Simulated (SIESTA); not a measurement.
## Te2Mo under changes of volume

One of the cells (133.495 Å³/atom); the others are scaled copies at fixed shape and fractional positions:

```
CELL_PARAMETERS angstrom
6.36161 0.00000 0.00000
0.00000 3.48040 0.00000
-0.08574 0.00000 36.17589
ATOMIC_POSITIONS crystal
Te 0.42925 0.75000 0.54070
Te 0.57075 0.25000 0.45930
Te 0.92085 0.25000 0.55653
Te 0.07915 0.75000 0.44347
Mo 0.18135 0.25000 0.49747
Mo 0.81865 0.75000 0.50253
```

```yaml
Program: SIESTA 5.4.2
Functional: LDA
Potentials_or_basis: PseudoDojo 0.4 standard (LDA files)
Basis: DZP (energy shift 0.003 Ry; two zetas on semicore shells)
Grid_cutoff: 800 Ry
Energy_shift: 0.003 Ry
k_mesh: 3 × 6 × 1
Occupations: fermi-dirac, width 0.05 eV
Spin: no spin polarisation
```

```tsv
volume (Å³/atom)	energy over the lowest point (meV/atom)	largest force (eV/Å)
125.485	15.30	1.326
128.155	3.66	0.896
130.825	0.00	0.499
133.495	?	?
136.165	13.11	0.258
138.835	28.41	0.503
141.505	48.70	0.786
```

Problem. What does the run at 133.495 Å³/atom give?

Solution. Energy over the lowest point 3.37 meV/atom; largest force 0.136 eV/Å.

Worked out: A Birch-Murnaghan fit of order 3 (a polynomial in V^(-2/3)) to the other rows has its minimum at 130.82 Å³/atom with B0 = V·E''(V) = 21 GPa and B' = 4.7 at fixed shape and positions, which overstates the stiffness. It gives 3.40 meV/atom at 133.495 Å³/atom, against the run's 3.37.

Energies are extrapolated to zero smearing.

Caveats: the basis of atomic orbitals isn't converged, which shifts pressures, moduli and gaps.
